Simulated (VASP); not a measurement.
# HfN (P6_3/mmc) in VASP: notebook, part 4 of 8

VASP 6.6.1. The steps go on from the part before.

## Step 28: Equation of state, PBE, 11.86 Å³/atom

INCAR

```
SYSTEM = HfN
PREC = Accurate ; ENCUT = 520
EDIFF = 1E-6 ; ISMEAR = 0
SIGMA = 0.05 ; LREAL = .FALSE.
LASPH = .TRUE. ; NELM = 100
ALGO = Normal ; ISIF = 2
LWAVE = .FALSE. ; LCHARG = .FALSE.
GGA = PE ; ADDGRID = .FALSE.
```

KPOINTS

```
regular mesh
0
G
  4 4 2
  0 0 0
```

POSCAR

```
HfN
1.0
    3.1649388323      0.0000000000      0.0000000000
   -1.5824694162      2.7409174302      0.0000000000
    0.0000000000      0.0000000000      5.4704025717
Hf N
2 2
Direct
    0.3333333333      0.6666666667      0.2500000000
    0.6666666667      0.3333333333      0.7500000000
    0.0000000000      0.0000000000      0.5000000000
    0.0000000000      0.0000000000      0.0000000000
```

The run is started by

```
$ cat potpaw_PBE.64/Hf_pv/POTCAR potpaw_PBE.64/N/POTCAR > POTCAR
$ mpirun -np 1 vasp_std > vasp.out
```

It used 8.5 s of CPU time on 1 thread of Intel(R) Xeon(R) Platinum 8488C (Sapphire Rapids), on a shared host, which was overloaded at the time.

The run converged, but some of its settings lie outside the range that counts as converged, so its numbers aren't taken as properties of the crystal.

What came out:

```yaml
Free_energy: -43.0760 eV
Pressure: -2.2 GPa
Band_gap_on_the_k_mesh: none (metal or under the smearing width)
```

Caveat: the k mesh is coarse (spacing up to 0.57 Å⁻¹), so the values aren't converged.

## Step 29: Equation of state, PBE, 11.17 Å³/atom

Changes to INCAR since step 28:

```diff
@@ -1,3 +1,3 @@
 SYSTEM = HfN
-PREC = Accurate ; ENCUT = 520
+PREC = Accurate ; ENCUT = 340
 EDIFF = 1E-6 ; ISMEAR = 0
```

KPOINTS

```
regular mesh
0
G
  5 5 3
  0 0 0
```

POSCAR

```
HfN
1.0
    3.1022502209      0.0000000000      0.0000000000
   -1.5511251105      2.6866275002      0.0000000000
    0.0000000000      0.0000000000      5.3620491535
Hf N
2 2
Direct
    0.3333333333      0.6666666667      0.2500000000
    0.6666666667      0.3333333333      0.7500000000
    0.0000000000      0.0000000000      0.5000000000
    0.0000000000      0.0000000000      0.0000000000
```

The run is started by

```
$ cat potpaw_PBE.64/Hf_pv/POTCAR potpaw_PBE.64/N/POTCAR > POTCAR
$ mpirun -np 1 vasp_std > vasp.out
```

It used 6.7 s of CPU time on 1 thread of Intel(R) Xeon(R) Platinum 8488C (Sapphire Rapids) (shared host), which was overloaded at the time.

The run converged, but a check on its numbers failed (symmetry, net force, bounds or a known fault of this set-up), so they aren't taken as properties of the crystal.

Caveat: the k mesh is coarse (spacing up to 0.47 Å⁻¹), so the values aren't converged; the cutoff lies under the usual one of these potentials, so the numbers hold a large basis-set error.

## Step 30: Equation of state, PBE, 11.86 Å³/atom

INCAR is that of step 29.

KPOINTS is that of step 29.

POSCAR

```
HfN
1.0
    3.1649388323      0.0000000000      0.0000000000
   -1.5824694162      2.7409174302      0.0000000000
    0.0000000000      0.0000000000      5.4704025717
Hf N
2 2
Direct
    0.3333333333      0.6666666667      0.2500000000
    0.6666666667      0.3333333333      0.7500000000
    0.0000000000      0.0000000000      0.5000000000
    0.0000000000      0.0000000000      0.0000000000
```

Potentials or basis: VASP PAW PBE potentials, release 64 (Hf_pv, N).

The run is started by

```
$ cat potpaw_PBE.64/Hf_pv/POTCAR potpaw_PBE.64/N/POTCAR > POTCAR
$ mpirun -np 1 vasp_std > vasp.out
```

It used 7.2 s of CPU time on 1 thread of Intel(R) Xeon(R) Platinum 8488C (Sapphire Rapids) (shared host), which was overloaded at the time.

The run converged, but a check on its numbers failed (symmetry, net force, bounds or a known fault of this set-up), so they aren't taken as properties of the crystal.

Caveat: the k mesh is coarse (spacing up to 0.46 Å⁻¹), so the values aren't converged; the cutoff lies under the usual one of these potentials, so the numbers hold a large basis-set error.

## Step 31: Equation of state, PBE, 11.17 Å³/atom

Changes to INCAR since step 30:

```diff
@@ -1,3 +1,3 @@
 SYSTEM = HfN
-PREC = Accurate ; ENCUT = 340
+PREC = Accurate ; ENCUT = 280
 EDIFF = 1E-6 ; ISMEAR = 0
```

KPOINTS

```
regular mesh
0
G
  6 6 3
  0 0 0
```

POSCAR

```
HfN
1.0
    3.1022502209      0.0000000000      0.0000000000
   -1.5511251105      2.6866275002      0.0000000000
    0.0000000000      0.0000000000      5.3620491535
Hf N
2 2
Direct
    0.3333333333      0.6666666667      0.2500000000
    0.6666666667      0.3333333333      0.7500000000
    0.0000000000      0.0000000000      0.5000000000
    0.0000000000      0.0000000000      0.0000000000
```

The run is started by

```
$ cat potpaw_PBE.64/Hf_pv/POTCAR potpaw_PBE.64/N/POTCAR > POTCAR
$ mpirun -np 1 vasp_std > vasp.out
```

It used 5.8 s of CPU time on 1 thread of Intel(R) Xeon(R) Platinum 8488C (Sapphire Rapids), with other jobs on the host, which was overloaded at the time.

The run converged, but a check on its numbers failed (symmetry, net force, bounds or a known fault of this set-up), so they aren't taken as properties of the crystal.

Caveat: the k mesh is coarse (spacing up to 0.39 Å⁻¹), so the values aren't converged; the cutoff lies under the usual one of these potentials, so the numbers hold a large basis-set error.

## Step 32: Equation of state, PBE, 11.86 Å³/atom

INCAR is that of step 31.

KPOINTS is that of step 31.

POSCAR

```
HfN
1.0
    3.1649388323      0.0000000000      0.0000000000
   -1.5824694162      2.7409174302      0.0000000000
    0.0000000000      0.0000000000      5.4704025717
Hf N
2 2
Direct
    0.3333333333      0.6666666667      0.2500000000
    0.6666666667      0.3333333333      0.7500000000
    0.0000000000      0.0000000000      0.5000000000
    0.0000000000      0.0000000000      0.0000000000
```

The run is started by

```
$ cat potpaw_PBE.64/Hf_pv/POTCAR potpaw_PBE.64/N/POTCAR > POTCAR
$ mpirun -np 1 vasp_std > vasp.out
```

It used 7.4 s of CPU time on 1 thread of Intel(R) Xeon(R) Platinum 8488C (Sapphire Rapids), with other jobs on the host, which was overloaded at the time.

The run converged, but a check on its numbers failed (symmetry, net force, bounds or a known fault of this set-up), so they aren't taken as properties of the crystal.

Caveat: the k mesh is coarse (spacing up to 0.38 Å⁻¹), so the values aren't converged; the cutoff lies under the usual one of these potentials, so the numbers hold a large basis-set error.

## Step 33: Equation of state, PBE, 11.17 Å³/atom

Changes to INCAR since step 32:

```diff
@@ -1,3 +1,3 @@
 SYSTEM = HfN
-PREC = Accurate ; ENCUT = 280
+PREC = Accurate ; ENCUT = 650
 EDIFF = 1E-6 ; ISMEAR = 0
```

KPOINTS

```
regular mesh
0
G
  4 4 2
  0 0 0
```

POSCAR

```
HfN
1.0
    3.1022502209      0.0000000000      0.0000000000
   -1.5511251105      2.6866275002      0.0000000000
    0.0000000000      0.0000000000      5.3620491535
Hf N
2 2
Direct
    0.3333333333      0.6666666667      0.2500000000
    0.6666666667      0.3333333333      0.7500000000
    0.0000000000      0.0000000000      0.5000000000
    0.0000000000      0.0000000000      0.0000000000
```

Potentials or basis: VASP PAW PBE potentials, release 64 (Hf_pv, N).

The run is started by

```
$ cat potpaw_PBE.64/Hf_pv/POTCAR potpaw_PBE.64/N/POTCAR > POTCAR
$ mpirun -np 1 vasp_std > vasp.out
```

It took 18 s on 1 thread of Intel Xeon Platinum 8488C (Sapphire Rapids), shared host; peak memory 0.18 GiB.

These settings aren't checked as converged: the numbers below hold their error.

Results:

* Free energy: -42.9789 eV
* Pressure: 14.9 GPa
* Band gap on the k mesh: none (metal or under the smearing width)

Caveat: the k mesh is coarse (spacing up to 0.59 Å⁻¹), so the values aren't converged.

## Step 34: Equation of state, PBE, 11.86 Å³/atom

INCAR is that of step 33.

KPOINTS is that of step 33.

POSCAR

```
HfN
1.0
    3.1649388323      0.0000000000      0.0000000000
   -1.5824694162      2.7409174302      0.0000000000
    0.0000000000      0.0000000000      5.4704025717
Hf N
2 2
Direct
    0.3333333333      0.6666666667      0.2500000000
    0.6666666667      0.3333333333      0.7500000000
    0.0000000000      0.0000000000      0.5000000000
    0.0000000000      0.0000000000      0.0000000000
```

The run is started by

```
$ cat potpaw_PBE.64/Hf_pv/POTCAR potpaw_PBE.64/N/POTCAR > POTCAR
$ mpirun -np 1 vasp_std > vasp.out
```

Run time: 20 s. Hardware: 1 thread of Intel Xeon Platinum 8488C (Sapphire Rapids), shared host; peak memory 0.18 GiB.

The run converged, but some of its settings lie outside the range that counts as converged, so its numbers aren't taken as properties of the crystal.

What came out:

| Property | Result |
| --- | --- |
| Free energy | -43.0843 eV |
| Pressure | -2.3 GPa |
| Band gap on the k mesh | none (metal or under the smearing width) |

Caveat: the k mesh is coarse (spacing up to 0.57 Å⁻¹), so the values aren't converged.

## Step 35: Equation of state, PBE, 11.17 Å³/atom

Changes to INCAR since step 34:

```diff
@@ -1,3 +1,3 @@
 SYSTEM = HfN
-PREC = Accurate ; ENCUT = 650
+PREC = Accurate ; ENCUT = 400
 EDIFF = 1E-6 ; ISMEAR = 0
```

KPOINTS

```
regular mesh
0
G
  5 5 3
  0 0 0
```

POSCAR

```
HfN
1.0
    3.1022502209      0.0000000000      0.0000000000
   -1.5511251105      2.6866275002      0.0000000000
    0.0000000000      0.0000000000      5.3620491535
Hf N
2 2
Direct
    0.3333333333      0.6666666667      0.2500000000
    0.6666666667      0.3333333333      0.7500000000
    0.0000000000      0.0000000000      0.5000000000
    0.0000000000      0.0000000000      0.0000000000
```

The run is started by

```
$ cat potpaw_PBE.64/Hf_pv/POTCAR potpaw_PBE.64/N/POTCAR > POTCAR
$ mpirun -np 1 vasp_std > vasp.out
```

It used 5.9 s of CPU time on 1 thread of Intel(R) Xeon(R) Platinum 8488C (Sapphire Rapids), with other jobs on the host, which was overloaded at the time.

The run converged, but some of its settings lie outside the range that counts as converged, so its numbers aren't taken as properties of the crystal.

Results:

| Quantity | Value |
| --- | --- |
| Free energy | -43.3766 eV |
| Band gap on the k mesh | none (metal or under the smearing width) |

Caveat: the k mesh is coarse (spacing up to 0.47 Å⁻¹), so the values aren't converged; the cutoff is under 1.25 times the usual one of these potentials, so pressure, stress and relaxed cells hold a basis-set (Pulay) error.

## Step 36: Equation of state, PBE, 11.86 Å³/atom

INCAR is that of step 35.

KPOINTS is that of step 35.

POSCAR

```
HfN
1.0
    3.1649388323      0.0000000000      0.0000000000
   -1.5824694162      2.7409174302      0.0000000000
    0.0000000000      0.0000000000      5.4704025717
Hf N
2 2
Direct
    0.3333333333      0.6666666667      0.2500000000
    0.6666666667      0.3333333333      0.7500000000
    0.0000000000      0.0000000000      0.5000000000
    0.0000000000      0.0000000000      0.0000000000
```

Potentials or basis: VASP PAW PBE potentials, release 64 (Hf_pv, N).

The run is started by

```
$ cat potpaw_PBE.64/Hf_pv/POTCAR potpaw_PBE.64/N/POTCAR > POTCAR
$ mpirun -np 1 vasp_std > vasp.out
```

It used 6.9 s of CPU time on 1 thread of Intel(R) Xeon(R) Platinum 8488C (Sapphire Rapids), with other jobs on the host, which was overloaded at the time.

The run converged, but some of its settings lie outside the range that counts as converged, so its numbers aren't taken as properties of the crystal.

Results:

- Free energy: -43.4504 eV
- Band gap on the k mesh: none (metal or under the smearing width)

Caveat: the k mesh is coarse (spacing up to 0.46 Å⁻¹), so the values aren't converged; the cutoff is under 1.25 times the usual one of these potentials, so pressure, stress and relaxed cells hold a basis-set (Pulay) error.

## Step 37: Equation of state, PBE, 11.17 Å³/atom

Changes to INCAR since step 36:

```diff
@@ -1,3 +1,3 @@
 SYSTEM = HfN
-PREC = Accurate ; ENCUT = 400
+PREC = Accurate ; ENCUT = 340
 EDIFF = 1E-6 ; ISMEAR = 0
```

KPOINTS

```
regular mesh
0
G
  6 6 3
  0 0 0
```

POSCAR

```
HfN
1.0
    3.1022502209      0.0000000000      0.0000000000
   -1.5511251105      2.6866275002      0.0000000000
    0.0000000000      0.0000000000      5.3620491535
Hf N
2 2
Direct
    0.3333333333      0.6666666667      0.2500000000
    0.6666666667      0.3333333333      0.7500000000
    0.0000000000      0.0000000000      0.5000000000
    0.0000000000      0.0000000000      0.0000000000
```

The run is started by

```
$ cat potpaw_PBE.64/Hf_pv/POTCAR potpaw_PBE.64/N/POTCAR > POTCAR
$ mpirun -np 1 vasp_std > vasp.out
```

It used 6.5 s of CPU time on 1 thread of Intel(R) Xeon(R) Platinum 8488C (Sapphire Rapids), with other jobs on the host, which was overloaded at the time.

The run converged, but a check on its numbers failed (symmetry, net force, bounds or a known fault of this set-up), so they aren't taken as properties of the crystal.

Caveat: the k mesh is coarse (spacing up to 0.39 Å⁻¹), so the values aren't converged; the cutoff lies under the usual one of these potentials, so the numbers hold a large basis-set error.

## Step 38: Equation of state, PBE, 11.86 Å³/atom

INCAR is that of step 37.

KPOINTS is that of step 37.

POSCAR

```
HfN
1.0
    3.1649388323      0.0000000000      0.0000000000
   -1.5824694162      2.7409174302      0.0000000000
    0.0000000000      0.0000000000      5.4704025717
Hf N
2 2
Direct
    0.3333333333      0.6666666667      0.2500000000
    0.6666666667      0.3333333333      0.7500000000
    0.0000000000      0.0000000000      0.5000000000
    0.0000000000      0.0000000000      0.0000000000
```

The run is started by

```
$ cat potpaw_PBE.64/Hf_pv/POTCAR potpaw_PBE.64/N/POTCAR > POTCAR
$ mpirun -np 1 vasp_std > vasp.out
```

It used 7.5 s of CPU time on 1 thread of Intel(R) Xeon(R) Platinum 8488C (Sapphire Rapids), on a shared host, which was overloaded at the time.

The run converged, but a check on its numbers failed (symmetry, net force, bounds or a known fault of this set-up), so they aren't taken as properties of the crystal.

Caveat: the k mesh is coarse (spacing up to 0.38 Å⁻¹), so the values aren't converged; the cutoff lies under the usual one of these potentials, so the numbers hold a large basis-set error.

## Step 39: Equation of state, PBE, 11.17 Å³/atom

Changes to INCAR since step 38:

```diff
@@ -1,3 +1,3 @@
 SYSTEM = HfN
-PREC = Accurate ; ENCUT = 340
+PREC = Accurate ; ENCUT = 460
 EDIFF = 1E-6 ; ISMEAR = 0
```

KPOINTS

```
regular mesh
0
G
  5 5 3
  0 0 0
```

POSCAR

```
HfN
1.0
    3.1022502209      0.0000000000      0.0000000000
   -1.5511251105      2.6866275002      0.0000000000
    0.0000000000      0.0000000000      5.3620491535
Hf N
2 2
Direct
    0.3333333333      0.6666666667      0.2500000000
    0.6666666667      0.3333333333      0.7500000000
    0.0000000000      0.0000000000      0.5000000000
    0.0000000000      0.0000000000      0.0000000000
```

Potentials or basis: VASP PAW PBE potentials, release 64 (Hf_pv, N).

The run is started by

```
$ cat potpaw_PBE.64/Hf_pv/POTCAR potpaw_PBE.64/N/POTCAR > POTCAR
$ mpirun -np 1 vasp_std > vasp.out
```

It took 14 s on 1 thread of Intel Xeon Platinum 8488C (Sapphire Rapids), shared host; peak memory 0.15 GiB.

The run converged, but some of its settings lie outside the range that counts as converged, so its numbers aren't taken as properties of the crystal.

What came out:

| Quantity | Value |
| --- | --- |
| Free energy | -43.3823 eV |
| Pressure | 12.2 GPa |
| Band gap on the k mesh | none (metal or under the smearing width) |

Caveat: the k mesh is coarse (spacing up to 0.47 Å⁻¹), so the values aren't converged; the cutoff is under 1.25 times the usual one of these potentials, so pressure, stress and relaxed cells hold a basis-set (Pulay) error.

## Step 40: Equation of state, PBE, 11.86 Å³/atom

INCAR is that of step 39.

KPOINTS is that of step 39.

POSCAR

```
HfN
1.0
    3.1649388323      0.0000000000      0.0000000000
   -1.5824694162      2.7409174302      0.0000000000
    0.0000000000      0.0000000000      5.4704025717
Hf N
2 2
Direct
    0.3333333333      0.6666666667      0.2500000000
    0.6666666667      0.3333333333      0.7500000000
    0.0000000000      0.0000000000      0.5000000000
    0.0000000000      0.0000000000      0.0000000000
```

The run is started by

```
$ cat potpaw_PBE.64/Hf_pv/POTCAR potpaw_PBE.64/N/POTCAR > POTCAR
$ mpirun -np 1 vasp_std > vasp.out
```

Run time: 14 s. Hardware: 1 thread of Intel Xeon Platinum 8488C (Sapphire Rapids), shared host; peak memory 0.15 GiB.

The run converged, but some of its settings lie outside the range that counts as converged, so its numbers aren't taken as properties of the crystal.

Results:

```yaml
Free_energy: -43.4513 eV
Pressure: -4.7 GPa
Band_gap_on_the_k_mesh: none (metal or under the smearing width)
```

Caveat: the k mesh is coarse (spacing up to 0.46 Å⁻¹), so the values aren't converged; the cutoff is under 1.25 times the usual one of these potentials, so pressure, stress and relaxed cells hold a basis-set (Pulay) error.

## Step 41: Equation of state, PBE, 11.17 Å³/atom

Changes to INCAR since step 40:

```diff
@@ -3,3 +3,3 @@
 EDIFF = 1E-6 ; ISMEAR = 0
-SIGMA = 0.05 ; LREAL = .FALSE.
+SIGMA = 0.5 ; LREAL = .FALSE.
 LASPH = .TRUE. ; NELM = 100
```

KPOINTS is that of step 40.

POSCAR

```
HfN
1.0
    3.1022502209      0.0000000000      0.0000000000
   -1.5511251105      2.6866275002      0.0000000000
    0.0000000000      0.0000000000      5.3620491535
Hf N
2 2
Direct
    0.3333333333      0.6666666667      0.2500000000
    0.6666666667      0.3333333333      0.7500000000
    0.0000000000      0.0000000000      0.5000000000
    0.0000000000      0.0000000000      0.0000000000
```

The run is started by

```
$ cat potpaw_PBE.64/Hf_pv/POTCAR potpaw_PBE.64/N/POTCAR > POTCAR
$ mpirun -np 1 vasp_std > vasp.out
```

Run time: 15 s. Hardware: 1 thread of Intel Xeon Platinum 8488C (Sapphire Rapids), shared host; peak memory 0.15 GiB.

The run converged, but some of its settings lie outside the range that counts as converged, so its numbers aren't taken as properties of the crystal.

Results:

```
Free energy            : -43.4206 eV
Pressure               : 12.3 GPa
Band gap on the k mesh : none (metal or under the smearing width)
```

Caveat: the k mesh is coarse (spacing up to 0.47 Å⁻¹), so the values aren't converged; the cutoff is under 1.25 times the usual one of these potentials, so pressure, stress and relaxed cells hold a basis-set (Pulay) error.

## Step 42: Equation of state, PBE, 11.86 Å³/atom

INCAR is that of step 41.

KPOINTS is that of step 41.

POSCAR

```
HfN
1.0
    3.1649388323      0.0000000000      0.0000000000
   -1.5824694162      2.7409174302      0.0000000000
    0.0000000000      0.0000000000      5.4704025717
Hf N
2 2
Direct
    0.3333333333      0.6666666667      0.2500000000
    0.6666666667      0.3333333333      0.7500000000
    0.0000000000      0.0000000000      0.5000000000
    0.0000000000      0.0000000000      0.0000000000
```

Potentials or basis: VASP PAW PBE potentials, release 64 (Hf_pv, N).

The run is started by

```
$ cat potpaw_PBE.64/Hf_pv/POTCAR potpaw_PBE.64/N/POTCAR > POTCAR
$ mpirun -np 1 vasp_std > vasp.out
```

Run time: 16 s. Hardware: 1 thread of Intel Xeon Platinum 8488C (Sapphire Rapids), shared host; peak memory 0.15 GiB.

The run converged, but some of its settings lie outside the range that counts as converged, so its numbers aren't taken as properties of the crystal.

What came out:

```yaml
Free_energy: -43.4913 eV
Pressure: -4.6 GPa
Band_gap_on_the_k_mesh: none (metal or under the smearing width)
```

Caveat: the k mesh is coarse (spacing up to 0.46 Å⁻¹), so the values aren't converged; the cutoff is under 1.25 times the usual one of these potentials, so pressure, stress and relaxed cells hold a basis-set (Pulay) error.

## Step 43: Equation of state, PBE, 11.17 Å³/atom

Changes to INCAR since step 42:

```diff
@@ -3,3 +3,3 @@
 EDIFF = 1E-6 ; ISMEAR = 0
-SIGMA = 0.5 ; LREAL = .FALSE.
+SIGMA = 0.2 ; LREAL = .FALSE.
 LASPH = .TRUE. ; NELM = 100
```

KPOINTS is that of step 42.

POSCAR

```
HfN
1.0
    3.1022502209      0.0000000000      0.0000000000
   -1.5511251105      2.6866275002      0.0000000000
    0.0000000000      0.0000000000      5.3620491535
Hf N
2 2
Direct
    0.3333333333      0.6666666667      0.2500000000
    0.6666666667      0.3333333333      0.7500000000
    0.0000000000      0.0000000000      0.5000000000
    0.0000000000      0.0000000000      0.0000000000
```

The run is started by

```
$ cat potpaw_PBE.64/Hf_pv/POTCAR potpaw_PBE.64/N/POTCAR > POTCAR
$ mpirun -np 1 vasp_std > vasp.out
```

It used 7.9 s of CPU time on 1 thread of Intel(R) Xeon(R) Platinum 8488C (Sapphire Rapids), on a shared host, which was overloaded at the time.

These settings aren't checked as converged: the numbers below hold their error.

What came out:

| Item | Value |
| --- | --- |
| Free energy | -43.3931 eV |
| Pressure | 12.2 GPa |
| Band gap on the k mesh | none (metal or under the smearing width) |

Caveat: the k mesh is coarse (spacing up to 0.47 Å⁻¹), so the values aren't converged; the cutoff is under 1.25 times the usual one of these potentials, so pressure, stress and relaxed cells hold a basis-set (Pulay) error.

[end of part 4 of 8]
